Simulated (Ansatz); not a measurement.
Space group Pm-3m (No. 221). a = 3.528 Å, b = 3.528 Å, c = 3.528 Å, α = 90.00°, β = 90.00°, γ = 90.00°
```tsv
atom	site	symmetry	x	y	z
Ti	1a	m-3m	0.0000	0.0000	0.0000
Co	3c	4/mm.m	0.0000	0.5000	0.5000
```

Equation of state of this TiCo3 structure (not necessarily the ground state), with shape and atoms relaxed at each volume where symmetry leaves them free. It has no gap at any of these volumes. Theory: Ansatz, DFT PBEsol, scalar-relativistic, plane waves, PAW.

Cutoff 420 eV; k points 12×12×12 on the computed 4-atom cell (Γ-centred); Gaussian smearing, width 0.10 eV; collinear spin.

```tsv
V (Å³/atom)	E − E(largest V) (meV/atom)	P (GPa)
9.663	99.78	40.23
9.992	30.69	27.50
10.322	-14.32	16.73
10.651	-39.11	7.68
10.980	-46.80	0.01
11.310	-39.87	-6.41
11.639	-30.34	-7.83
12.078	0.00	-14.10
```

Q: Does one Birch–Murnaghan curve describe these points?

A: Not well: the fit leaves 1.10 meV/atom rms, which suggests a change of structure or state along the series.